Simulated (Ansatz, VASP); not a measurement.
**Two plane-wave programs on LiF**

```xyz
2
Lattice="0.0000 2.0140 2.0140 2.0140 0.0000 2.0140 2.0140 2.0140 0.0000" Properties=species:S:1:pos:R:3 pbc="T T T"
Li    0.0000    0.0000    0.0000
F     2.0140    2.0140    1.9515
```

Change from the starting cell: all F atoms moved +0.062 Å, as atom 2 towards its neighbour atom 1 (Li) at 2.014 Å.

Alike in both runs: task single point; functional PBE; k mesh 10 × 10 × 10; occupations gaussian, width 0.05 eV; no spin polarisation.

```csv
,VASP,Ansatz
version,VASP 6.6.1,Ansatz 0.2.0
potentials or method,"VASP PAW PBE potentials, release 64 (Li_sv, F)","scalar-relativistic, plane waves, PAW"
plane-wave cutoff (eV),520,420
valence electrons in the cell,10,10
```

Ansatz gave:

```
gap on the k mesh at the Fermi level (eV) : 9.08
least direct gap on the mesh (eV)         : 9.08
rms of the force components (eV/Å)        : 0.059
```

Question: Which values does VASP return?

Answer: gap on the k mesh at the Fermi level (eV): 9.08; least direct gap on the mesh (eV): 9.08; rms of the force components (eV/Å): 0.063.

Atom by atom the forces differ by 0.003 eV/Å (rms over components).

 A k mesh can miss the band edges.
